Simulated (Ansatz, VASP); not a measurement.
# NbSn in VASP and in Ansatz

File INCAR:

```
ALGO     = Normal         # electronic algorithm
EDIFF    = 1E-6           # SCF threshold, eV
ENCUT    = 520            # plane-wave cutoff, eV
GGA      = PE             # functional
ISIF     = 2              # what is computed and relaxed
ISMEAR   = -1             # smearing method
LASPH    = True           # aspherical terms in the spheres
LCHARG   = True           # write CHGCAR
LELF     = True           # ELF
LREAL    = False          # projectors in reciprocal space
LVHAR    = True         
LWAVE    = False          # write WAVECAR
NBANDS   = 35             # bands
NELM     = 100            # most SCF steps
PREC     = Accurate       # precision mode
SIGMA    = 0.05           # smearing width, eV
```

The input KPOINTS:

```
k-points
0
Gamma
  8 8 5
```

File POSCAR:

```
NbSn
1.0
    4.1077116839      0.0000000000      0.0000000000
   -2.0538558419      3.5573826748      0.0000000000
    0.0000000000      0.0000000000      5.6354662483
Nb Sn
2 2
Direct
    0.0000000000      0.0000000000      0.0000000000
    0.0000000000      0.0000000000      0.5000000000
    0.3333333300      0.6666666700      0.2500000000
    0.6666666700      0.3333333300      0.7500000000
```

input.yaml

```yaml
crystal:
  lattice:
    - [4.1077116839, 0.0, 0.0]
    - [-2.0538558419, 3.5573826748, 0.0]
    - [0.0, 0.0, 5.6354662483]
  atoms:
    - { symbol: Nb, position: [0.0, 0.0, 0.0] }
    - { symbol: Nb, position: [0.0, 0.0, 0.5] }
    - { symbol: Sn, position: [0.33333333, 0.66666667, 0.25] }
    - { symbol: Sn, position: [0.66666667, 0.33333333, 0.75] }
kpoints:
  mp_grid: { grid: [8, 8, 5] }
scf:
  occupations: { method: fermi_dirac, width: 0.05 }
hamiltonian:
  xc: pbe
  pseudopotentials: { kind: all_electron, lapw: { basis_error: 0.001 } }
output:
  forces: true
  stress: true
  eigenvalues: true
```

Change from the starting cell: volume scaled by 1.04.

Alike in both runs: task single point; functional PBE; k mesh 8 × 8 × 5; occupations fermi-dirac, width 0.05 eV; no spin polarisation.

```csv
,VASP,Ansatz
version,VASP 6.6.1,Ansatz 0.2.0
potentials or method,"VASP PAW PBE potentials, release 64 (Nb_sv, Sn_d)","all-electron LAPW, scalar-relativistic"
plane-wave cutoff (eV),520,see its input
```

```csv
,VASP,Ansatz,Ansatz less VASP
gap on the k mesh at the Fermi level (eV),none,none,-
pressure (GPa),19.5,19.7,+0.14
largest component of the traceless stress (GPa),7.78,7.81,+0.027
```

A gap of «none» marks a metal or a gap that the smearing closes. Ansatz ran all-electron here, so the differences hold the error of VASP's frozen core and of both bases.

Caveats: so large a pressure means that the cell lies far from this level's equilibrium, or that cutoff or potentials fall short (VASP).
